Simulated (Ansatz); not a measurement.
**Sn2Ge: the band gap up the ladder of functionals**

One table from this session's results is given with a row withheld; the runs are named, their logs left out.

Program: Ansatz 0.2.0. PAW datasets, plane waves. Simulation only: spin-unpolarised, and no claim that this is the phase found in nature.

## The cell

The cell was relaxed beforehand with r2SCAN.

It is trigonal, P-3m1 (No. 164); a = 4.455 Å, c = 10.844 Å in the conventional setting, 31.07 Å³ an atom. Ge has 4 Sn at 2.65–2.70 Å; Sn has 3 Ge at 2.70 Å and 1 Sn at 2.85 Å; Sn has 1 Ge at 2.65 Å and 3 Sn at 2.78 Å.

Structure file:

```xyz
6
Lattice="4.4551 0.0000 0.0000 -2.2276 3.8582 0.0000 0.0000 0.0000 10.8444" Properties=species:S:1:pos:R:3 pbc="T T T"
Ge    0.0000    2.5722    7.6680
Sn    0.0000    0.0000    3.9956
Sn    2.2276    1.2861    0.5256
Sn    0.0000    0.0000    6.8488
Ge    2.2276    1.2861    3.1764
Sn    0.0000    2.5722   10.3188
```

The first run:

input.yaml

```yaml
crystal:
  lattice:
    - [4.4551147566, 0.0, 0.0]
    - [-2.2275573783, 3.858242556, 0.0]
    - [0.0, 0.0, 10.8444337016]
  atoms:
    - { symbol: Ge, position: [0.3333333333, 0.6666666667, 0.7070923888] }
    - { symbol: Sn, position: [0.0, 0.0, 0.3684458221] }
    - { symbol: Sn, position: [0.6666666667, 0.3333333333, 0.0484704609] }
    - { symbol: Sn, position: [0.0, 0.0, 0.6315541779] }
    - { symbol: Ge, position: [0.6666666667, 0.3333333333, 0.2929076112] }
    - { symbol: Sn, position: [0.3333333333, 0.6666666667, 0.9515295391] }
kpoints:
  mp_grid: { grid: [6, 6, 2] }
  band_path:
    path:
      - [[0.0, 0.0, 0.0], [0.5, -6.214790645654e-17, 2.664389691619e-18], [0.3333333333333, 0.3333333333333, 1.7762597944e-18], [0.0, 0.0, 0.0], [-1.977521103609e-35, 2.780720111576e-35, 0.5], [0.5, -6.226007045917e-17, 0.5], [0.3333333333333, 0.3333333333333, 0.5], [-1.977521103609e-35, 2.780720111576e-35, 0.5]]
      - [[0.5, -6.226007045917e-17, 0.5], [0.5, -6.214790645654e-17, 2.664389691619e-18]]
      - [[0.3333333333333, 0.3333333333333, 0.5], [0.3333333333333, 0.3333333333333, 1.7762597944e-18]]
    npoints: 10
hamiltonian:
  xc: pbe
scf:
  occupations: { method: fermi_dirac, width: 0.02 }
  n_extra_bands: 5
output:
  forces: true
  stress: true
  eigenvalues: true
```

Run with:

```console
> ansatz run input.yaml --threads 2 --pin off --max-ram 20275MiB --backend cpu --events-out ev --progress --plain --runs-dir out
```

Among the steps run: PBE bands along the symmetry lines; r2SCAN at the same geometry; HSE06 at the same geometry; PBE+SOC.

One table of the session follows, with a row left open; its other results are not shown here.

| level | gap (eV) |
| --- | --- |
| PBE | -0.23 |
| r2SCAN | ? |
| HSE06 | -0.09 |
| PBE+SOC | -0.11 |

Q: Estimate the row for r2SCAN from the others.

The run gave: gap (eV): -0.21. In the column «gap (eV)» it lies between PBE (-0.23) and PBE+SOC (-0.11).

In words: No level opens a gap.

Caveats from the session: Warnings in the runs' records: stress scf threshold loose, filled band counts differ across k points, stress exchange threshold loose.
